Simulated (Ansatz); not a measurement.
**BP (F-43m): a single-point run**

Aim: a sound single-point run of BP (F-43m). The structure is shown as the input types it.

Method: DFT PBE, scalar-relativistic, plane waves, PAW, in Ansatz 0.2.0.

1 further run of the same task is left out (set aside as unsound or not needed). Runs told in other sessions of the task aren't counted.

### 1 Starting point

Symmetry: F-43m, No. 216, cubic system. The conventional cell has a = 4.538 Å, b = 4.538 Å, c = 4.538 Å, α = 90.00°, β = 90.00°, γ = 90.00°. B (site symmetry -43m) is surrounded by 4 P at 1.97 Å. Around P (site symmetry -43m) lie 4 B at 1.97 Å.

Structure file:

```
CELL_PARAMETERS angstrom
0.00000 2.26900 2.26900
2.26900 0.00000 2.26900
2.26900 2.26900 0.00000
ATOMIC_POSITIONS crystal
B 0.00000 0.00000 0.00000
P 0.75000 0.75000 0.75000
```

### 2 Running it

input.yaml

```yaml
crystal:
  lattice:
    - [0.0, 2.2690012231, 2.2690012231]
    - [2.2690012231, 0.0, 2.2690012231]
    - [2.2690012231, 2.2690012231, 0.0]
  atoms:
    - { symbol: B, position: [0.0, 0.0, 0.0] }
    - { symbol: P, position: [0.75, 0.75, 0.75] }
basis:
  ecutwfc: 420
  ecutrho_ratio: 4
kpoints:
  mp_grid: { grid: [8, 8, 8] }
hamiltonian:
  xc: pbe
scf:
  occupations: { method: gaussian, width: 0.05 }
  convergence: { dr2_threshold: 1.0e-20 }
  max_iter: 100
output:
  forces: true
  stress: true
```

Started as:

```console
$ ansatz run input.yaml --threads 4 --pin off --max-ram 8192MiB --backend cpu --events-out ev --progress --plain --runs-dir out
```

**Question.** How will this run end, and is anything wrong with its input?

The run converged and reported no error. Convergence says nothing about whether the input makes sense.

In the input, scf.convergence.dr2_threshold is 1.0e-20. What could go wrong: threshold needlessly tight. Once met, so tight a threshold does no harm; it costs cycles.

To check: delete scf.convergence.dr2_threshold (the default then holds).
